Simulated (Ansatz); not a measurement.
# Boron, hcp under RPBE: structure, energy and stiffness

Aim: take boron in the hcp structure, relax it, solve it on a dense k-mesh, then scale the cell to 7 volumes from 88 to 112 % of the relaxed one and try a fit of the equation of state. Spin polarisation is left out. The k-meshes are 17×17×9 for the relaxation; 34×34×5 for the dense run; 23×23×4 for the volumes.

Method: DFT RPBE, plane waves (420 eV) with PAW, scalar-relativistic; PBE-made PAW files, in Ansatz 0.2.0.

## Step 1: The structure to begin with

Symmetry: P6_3/mmc, No. 194, hexagonal system. The conventional cell has a = 2.101 Å, b = 2.101 Å, c = 3.430 Å, α = 90.00°, β = 90.00°, γ = 120.00°. B (site symmetry -6m2) has 12 B at 2.10 Å as nearest neighbours.

As a file:

```
B
1.0
     2.10059    0.00000    0.00000
    -1.05030    1.81917    0.00000
     0.00000    0.00000    3.43027
B
2
Direct
  0.33333 0.66667 0.25000
  0.66667 0.33333 0.75000
```

## Step 2: Relaxing cell and atoms

File input.yaml:

```yaml
crystal:
  lattice:
    - [2.1005919712, 0.0, 0.0]
    - [-1.0502959856, 1.81916601, 0.0]
    - [0.0, 0.0, 3.4302666889]
  atoms:
    - { symbol: B, position: [0.3333333333, 0.6666666667, 0.25] }
    - { symbol: B, position: [0.6666666667, 0.3333333333, 0.75] }
hamiltonian:
  xc: rpbe
  pseudopotentials:
    kind: paw
    azcp:
      B: "pseudopotentials/B.paw.azcp"
basis:
  ecutwfc: 420
  fft_grid_basis: typed
kpoints:
  mp_grid: { grid: [17, 17, 9], shift: [0, 0, 0] }
magnetization:
  spin_polarized: false
scf:
  occupations: { method: fermi_dirac, width: 0.1 }
relax:
  max_steps: 60
  f_tol: 0.01
  cell: {}
```

After this run come: Single point on a dense mesh; Volume × 0.88; Volume × 0.92; Volume × 0.96; Volume × 1.0; Volume × 1.04; Volume × 1.08; Volume × 1.12.

Q: Predict the outcome of this session. Wanted: space group; conventional cell; volume; shortest distance; gap on the mesh; relative to alpha-rhombohedral; V₀, B₀, B₀′.

The runs gave:

| quantity | value |
| --- | --- |
| space group (spins left aside) | P6_3/mmc (No. 194) |
| conventional cell | a = 1.724 Å, c = 10.657 Å (c/a = 6.180) |
| volume | 13.722 Å³/atom |
| shortest distance | 1.724 Å |
| gap on the mesh | none (levels filled in part) |
| relative to alpha-rhombohedral (B12) | +683 meV/atom |
| V₀, B₀, B₀′ | 13.578 Å³/atom, 124 GPa, 4.0 |

The relaxation enlarged the cell by 109.4 % in volume. Against the reference form of boron (alpha-rhombohedral (B12), computed apart with the same settings) it stands 683 meV/atom higher. Levels at the Fermi energy are filled in part, as in a metal. The fitted modulus is 124 GPa; letting shape and positions relax at each volume could only lower it. The symmetry was held, so the structure may be unstable against distortions that break it.
